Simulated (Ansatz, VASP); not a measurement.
# Two plane-wave programs on Pt

The input INCAR:

```
ALGO = Normal
EDIFF = 1E-7
ENCUT = 520
GGA = PE
ISIF = 2
ISMEAR = -1
LASPH = True
LCHARG = False
LREAL = False
LWAVE = False
NBANDS = 11
NELM = 80
PREC = Accurate
SIGMA = 0.05
```

The input KPOINTS:

```
k-points
0
Gamma
  12 12 12
```

POSCAR

```
Pt
1.0
   -1.6152910255      1.6152910255      1.6152910255
    1.6152910255     -1.6152910255      1.6152910255
    1.6152910255      1.6152910255     -1.6152910255
Pt
1
Direct
    0.0000000000      0.0000000000      0.0000000000
```

input.yaml

```yaml
crystal:
  lattice:
    - [-1.6152910255, 1.6152910255, 1.6152910255]
    - [1.6152910255, -1.6152910255, 1.6152910255]
    - [1.6152910255, 1.6152910255, -1.6152910255]
  atoms:
    - { symbol: Pt, position: [0.0, 0.0, 0.0] }
hamiltonian:
  xc: pbe
  pseudopotentials: { kind: paw }
kpoints:
  mp_grid: { grid: [12, 12, 12] }
scf:
  occupations: { method: fermi_dirac, width: 0.05 }
output:
  forces: true
  stress: true
  eigenvalues: true
  write_density: true
  write_potential: true
  elf: true
  volumetric_format: npy
```

Change from the starting cell: volume scaled by 1.06.

Alike in both runs: task single point; functional PBE; k mesh 12 × 12 × 12; occupations fermi-dirac, width 0.05 eV; no spin polarisation.

|  | VASP | Ansatz |
| --- | --- | --- |
| version | VASP 6.6.1 | Ansatz 0.2.0 |
| potentials or method | VASP PAW PBE potentials, release 64 (Pt) | Ansatz PAW |
| plane-wave cutoff (eV) | 520 | 420 |
| valence electrons in the cell | 10 | 18 |

```tsv
	VASP	Ansatz	Ansatz less VASP
gap on the k mesh at the Fermi level (eV)	none	none	-
pressure (GPa)	-13.2	-12.9	+0.36
```

A gap of «none» marks a metal or a gap that the smearing closes. The two sets of potentials don't hold the same shells in valence.

The runs have no spin-orbit coupling, so splittings on Pt are missing.
